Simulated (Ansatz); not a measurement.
Ansatz (an electronic-structure program) input:

Ansatz 0.2 input:
```yaml
crystal:
  lattice:
    - [2.6855916047, 0.0, 0.0]
    - [-1.3427958024, 2.3257905539, 0.0]
    - [0.0, 0.0, 4.3591857925]
  atoms:
    - { symbol: Be, position: [0.3333333333, 0.6666666667, 0.9998209145] }
    - { symbol: Be, position: [0.6666666667, 0.3333333333, 0.4998209145] }
    - { symbol: O, position: [0.3333333333, 0.6666666667, 0.3776790855] }
    - { symbol: O, position: [0.6666666667, 0.3333333333, 0.8776790855] }
kpoints:
  mp_grid: { grid: [9, 9, 5] }
hamiltonian:
  xc: hse06
  pseudopotentials: { azcp: { folder: ./paw }, kind: paw }
scf:
  occupations: { method: fixed }
checkpoint: { read: static.run }
output: { bader: true, populations: true }
```

Output (shortened):

```
WARN checkpoint.read: basis.xc_grid differs: saved 2, current 1 (points along each axis for each point of the dense box …
WARN checkpoint.read: where the exact-exchange loop starts from the saved orbitals it accepts no state on its first cycle, because this run solves another …
Pseudopotential: Be, paw, valence charge 2
Pseudopotential: O, paw, valence charge 6
Functional definition: HSE06
davidson cushion auto → on  (no smearing: the cushion is to keep the highest requested band from converging to the state above it …
Crystal: 4 atoms, lattice volume = 27.228 Å³
Basis set: ecut = 420 eV, 549 PW (Γ)
Bands: 12, of which v1, the nominal top of the filled ones, is band 8 counted from 1 (7 counted from 0)
Symmetry: 12 space group operations
Space group: P63mc (ITA 186), of the structure as read, at distance tolerance 3.0e-5 Å
k-points: 36 of 405 (time reversal used)
Exchange kernel: α = 0.2500, screened, ω = 0.2079 Å⁻¹, Wigner–Seitz truncation, v(0) = 1046.6002 eV·Å³, q-mesh 9×9×5, nearest image of the exchange supercell L …
Frozen-core exchange: fock
iter 1 solved again at ethr=4.94e-10 eV; its pass at ethr=1.00e-1 eV (dr2=7.91e-8 eV) is discarded
SCF iter   1: F=—  HF=-1326.560363 eV  |F-HF|=—  |Δ(HF+E_count)|=         —  Δρ=5.91e-5  dr2=5.24e-7  ethr=4.94e-10  ⟨swp⟩=5.0  Hψ=2496  notcnv=0
preconditioner: auto → none
SCF iter   2: F=-1326.560363 eV  HF=-1326.560363 eV  |F-HF|=2.38e-8  |Δ(HF+E_count)|=   1.50e-7  Δρ=2.02e-5  dr2=8.72e-8  ethr=4.94e-10  ⟨swp⟩=4.0  Hψ=1559  notcnv=0
SCF 1 converged in 2 iterations: F = -1326.560363 eV  dr2 = 8.72e-8
hybrid outer 1: dexx = +1.258e-7 eV, tail = 2.71e-6 eV
Crystal: 4 atoms, lattice volume = 27.228 Å³
Exchange kernel: α = 0.2500, screened, ω = 0.2079 Å⁻¹, Wigner–Seitz truncation, v(0) = 1046.6002 eV·Å³, q-mesh 9×9×5, nearest image of the exchange supercell L …
Frozen-core exchange: fock
SCF iter   1: F=—  HF=-1326.560387 eV  |F-HF|=—  |Δ(HF+E_count)|=         —  Δρ=5.16e-5  dr2=4.43e-7  ethr=8.46e-8  ⟨swp⟩=2.0  Hψ=1008  notcnv=0
preconditioner: auto → none
iter 2 solved again at ethr=1.60e-10 eV; its pass at ethr=2.74e-9 eV (dr2=2.56e-8 eV) is discarded
SCF iter   2: F=-1326.560387 eV  HF=-1326.560387 eV  |F-HF|=1.93e-8  |Δ(HF+E_count)|=   1.38e-7  Δρ=1.40e-5  dr2=4.10e-8  ethr=1.60e-10  ⟨swp⟩=2.4  Hψ=2271  notcnv=0
SCF 2 converged in 2 iterations: F = -1326.560387 eV  dr2 = 4.10e-8
hybrid outer 2: dexx = +1.039e-7 eV, tail = 1.04e-7 eV, Δε = 6.86e-4 eV (about 2.81e-4 eV left of the loop's levels)
hybrid SCF converged: 2 outer / 4 inner (+0 warm-up), last move |dexx| = 1.04e-7 eV, tail = 1.04e-7 eV
Stability not checked (fock_operator)
Free energy (F): -1326.560387 eV
Frozen-core exchange: fock
Harris-Foulkes:  -1326.560387 eV  (|F-HF|=1.93e-8)
Internal energy: -1326.560387 eV  (E = F + TS)
E sigma→0 (E₀):  -1326.560387 eV
Fermi energy:    4.768408 eV
--- Per-component energies (eV) ---
  E_band       = -33.932591
  E_kinetic    = 389.615269
  E_local      = -667.682670  (includes V_loc(G=0)·N_el)
  E_nonlocal   = 110.843058
  E_hartree    = 241.356680
  E_xc         = -149.931432
  E_vxc        = -181.272987  (∫ρ·V_xc dr)
  E_exx        = -45.770128  (= α·E_x^exact, valence–valence)
  E_paw        = -435.871134  (= ΣΔE_a)
  E_vpaw       = -76.614314  (= ΣTr[D̂ρ^β])
  E_aug_tail   = 0.001588  (compensation charges beyond the density's cutoff)
  E_ewald      = -769.051164
  E_core_change = -0.070454  (= ΣΔE_core)
  E_smearing   =  0.000000  (= −TS)
  E_closure    =  0.000000  (closes the sum)
  Σ components = -1326.560387   (vs F -1326.560387, Δ=0.00e0)
  [band-id]    e_kinetic+e_local+e_nonlocal+2·e_hartree+e_vxc+2·e_exx+e_vpaw+e_augmentation_tail = -33.936952   (vs E_band -33.932591, Δ=-4.36e-3)
--- Band table (eV; the first three rows and the last of 36) ---
  k-point 0: bands = ["-15.6623", "-13.7038", "-2.0232", "3.6533", "3.6533", "4.7157", "4.7157", "4.7684", "14.4100", "18.5768"]
  k-point 1: bands = ["-15.5145", "-13.9468", "-1.4289", "3.7493", "3.7493", "3.9757", "4.6086", "4.6086", "14.9513", "18.2546"]
  k-point 2: bands = ["-15.0982", "-14.5090", "0.1268", "2.1432", "4.0059", "4.0059", "4.3339", "4.3339", "16.1428", "17.3704"]
  k-point 35: bands = ["-13.3215", "-13.3215", "-0.4421", "0.0063", "0.0063", "0.4186", "3.2768", "3.2768", "17.7890", "19.0752"]
  guard bands above this table: 2 of the run's 12 bands. The solve was not asked for them (output.publish_guard_bands: true or output.eigenvalues …
--- Löwdin populations: 4 sites ---
  site symbol       q [e]
     0     Be      0.4288
     1     Be      0.4288
     2      O      7.3669
     3      O      7.3669
  spilling = 0.025526 (of n_electrons = 16.000000)
--- Bader charges: 4 sites ---
  site symbol  charge [e]  shift [e]
     0     Be      1.7470     0.0003
     1     Be      1.7470     0.0003
     2      O     -1.7470     0.0003
     3      O     -1.7470     0.0003
  shift: an alarm, by how much a part of what the PAW files miss would move the charge. Where it is large, compare
  with a run on PAW files of another source; a small one proves nothing
  estimated error of the sums over rays = 4.1e-4 e
```

Cost: about 40 core-seconds (a rough figure) on shared cores.

Space group P6_3mc (wurtzite). The cell was relaxed with HSE06 under the symmetry of its start.

Potentials: the earlier of the program's two PAW sets.

Ansatz is a plane-wave DFT program.
